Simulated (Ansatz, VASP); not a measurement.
Pd: VASP beside Ansatz

```xyz
1
Lattice="-1.5854 1.5854 1.5854 1.5854 -1.5854 1.5854 1.5854 1.5854 -1.5854" Properties=species:S:1:pos:R:3 pbc="T T T"
Pd    0.0000    0.0000    0.0000
```

Alike in both runs: functional RPBE; k mesh 14 × 14 × 14; occupations fermi-dirac, width 0.1 eV; no spin polarisation.

Ansatz relaxed the structure, and its values are those at the end. VASP's run is a single point on that final structure, the one shown.

|  | VASP | Ansatz |
| --- | --- | --- |
| version | VASP 6.6.1 | Ansatz 0.2.0 |
| potentials or method | VASP PAW PBE potentials, release 64 (Pd) | plane waves (420 eV) with PAW, scalar-relativistic |
| plane-wave cutoff (eV) | 520 | 420 |
| valence electrons in the cell | 10 | 18 |

|  | VASP | Ansatz | Ansatz less VASP |
| --- | --- | --- | --- |
| pressure (GPa) | -0.2 | 0.0 | +0.23 |

The two sets of potentials don't hold the same shells in valence.

Caveats: the PAW data sets were made with another functional, which shifts forces and pressure a little (VASP).
